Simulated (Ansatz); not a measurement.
Set up this calculation in Ansatz 0.2.0, as the native input.

```
Task                  : relaxation of cell and atoms
Functional            : PBE
Potentials or basis   : Ansatz PAW
Cutoff                : 420 eV (not typed: the program's choice for these potentials)
k mesh                : 9 × 6 × 5
Occupations           : fermi-dirac, width 0.05 eV
Spin                  : no spin polarisation
Target pressure       : 2 GPa
Target pressure (GPa) : 2
```

Crystal: SnO2.

```xyz
3
Lattice="3.0233 0.0000 0.0000 0.0000 4.9647 0.0000 0.0000 0.0000 5.9770" Properties=species:S:1:pos:R:3 pbc="T T T"
Sn    1.5116    2.4823    0.0000
O     0.0000    2.4823    4.6364
O     0.0000    2.4823    1.3405
```

The cell was built by a generator and needn't be a form met in nature.

One way to write it, as run:

input.yaml

```yaml
crystal:
  lattice:
    - [3.02327, 0.0, 0.0]
    - [0.0, 4.96468, 0.0]
    - [0.0, 0.0, 5.97696]
  atoms:
    - { symbol: Sn, position: [0.5, 0.5, 0.0] }
    - { symbol: O, position: [0.0, 0.5, 0.77572] }
    - { symbol: O, position: [0.0, 0.5, 0.22428] }
hamiltonian:
  xc: pbe
  pseudopotentials: { kind: paw }
kpoints:
  mp_grid: { grid: [9, 6, 5] }
scf:
  occupations: { method: fermi_dirac, width: 0.05 }
output:
  forces: true
  stress: true
  eigenvalues: true
relax:
  f_tol: 0.01
  max_steps: 40
  cell: { stress_tol: 0.05, p_target: 2.0 }
```

Potentials or basis: Ansatz PAW.

Launch:

```bash
$ ansatz run input.yaml --threads 2 --pin off --max-ram 5632MiB --backend cpu --events-out ev --progress --plain --runs-dir out
```

Results of the run:

```
Relaxed volume                                         : 22.23 Å³/atom
Relaxed cell                                           : a = 3.012 Å, b = 3.981 Å, c = 5.562 Å, α = 90.00°, β = 90.00°, γ = 90.00°
Space group after relaxing (to 0.05 Å)                 : Pmmm (No. 47)
Energy change on relaxing (the enthalpy is what falls) : +48.8 meV/atom
Ionic steps                                            : 14
Pressure after relaxing                                : 2.0 GPa
Largest force after relaxing                           : 0.004 eV/Å
Band gap on the k mesh                                 : 0.64 eV, indirect (least direct gap 1.39 eV)
```

Caveat: the volume moved by over 15 % at a fixed basis, so the end points are rough; odd divisions of the mesh miss points on the zone boundary, where band edges often lie, so the gap on the mesh can be too wide; the plane-wave basis is chosen anew once the cell has moved, so the energies of steps on either side of that aren't comparable; the pressure holds a Pulay correction of +0.4 GPa for the finite cutoff; spin-orbit coupling is left out, which moves the levels of the heavy elements.

It took 35 s on 2 threads of Arm Neoverse V2 (shared host), peak memory 0.39 GiB.
